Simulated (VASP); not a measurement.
Write the native input for VASP 6.6.1 that does the following.

- Task: single point
- Functional: PBE
- Dispersion: D3(BJ)
- Potentials or basis: VASP PAW PBE potentials, release 64 (O, H, F)
- Cutoff: 520 eV
- k mesh: 1 × 1 × 1
- Occupations: fermi-dirac, width 0.02 eV
- Spin: no spin polarisation
- Dipole correction: no
- Further INCAR settings: LREAL = Auto; ALGO = Normal; EDIFF = 1e-06; NBANDS = 44

The structure of H13O6F lies in POSCAR:

```
H13O6F
1.0
    5.5526620000      0.0000000000      0.0000000000
    0.0000000000      5.5526620000      0.0000000000
    0.0000000000      0.0000000000      5.5526620000
O H F
6 13 1
Direct
    0.4905575020      0.8070723556      0.8138799012
    0.7589152734      0.6962966592      0.2486194910
    0.3271223784      0.1671990840      0.5089450790
    0.9441237374      0.2335816587      0.7644621625
    0.1254173224      0.9422867806      0.1200685365
    0.4955280909      0.2992798769      1.0818054475
    0.4556553235      0.9017296569      0.6673735949
    0.6456182638      0.7257419955      0.8167974208
    0.6860673313      0.5409657566      0.1961941858
    0.7961226525      0.6776389415      0.4238327490
    0.4161967719      0.3003064116      0.4412298101
    0.2952097570      0.0614299952      0.3549648799
    1.1147265942      0.1983192926      0.6596655802
    1.0094977868      0.1862710174      0.9317332840
   -0.0212510684      0.8561479161      0.1754473800
    0.2369674221      0.8393091458      0.0287969986
    0.4044186374      0.3792415242      0.9486440918
    0.5437932293      0.1496399385      1.0025281568
    0.9747757022      0.4776988046      0.7231126260
    1.0004930968      0.6655366381      0.6515793686
```

The cell was built by a generator and needn't be a form met in nature.

These files were run (other wordings do the same):

INCAR

```
ALGO = Normal
EDIFF = 1E-6
ENCUT = 520
GGA = PE
ISIF = 2
ISMEAR = -1
IVDW = 12
LASPH = T
LCHARG = F
LREAL = Auto
LWAVE = F
NBANDS = 44
NELM = 100
PREC = Accurate
SIGMA = 0.02
```

KPOINTS

```
k-points
0
Gamma
  1 1 1
```

Potentials or basis: VASP PAW PBE potentials, release 64 (O, H, F).

The run is started by

```bash
$ cat potpaw_PBE.64/O/POTCAR potpaw_PBE.64/H/POTCAR potpaw_PBE.64/F/POTCAR > POTCAR
$ mpirun -np 1 vasp_gam > vasp.out
```

It gave:

| Item | Value |
| --- | --- |
| Pressure | -1.9 GPa |
| Largest force | 2.987 eV/Å |
| Band gap on the k mesh | 4.91 eV, direct |
| Dispersion energy per atom | -0.039 eV |

It took 12 s on 1 thread of Intel(R) Xeon(R) 6975P-C (Granite Rapids), on a shared host, peak memory 0.23 GiB.
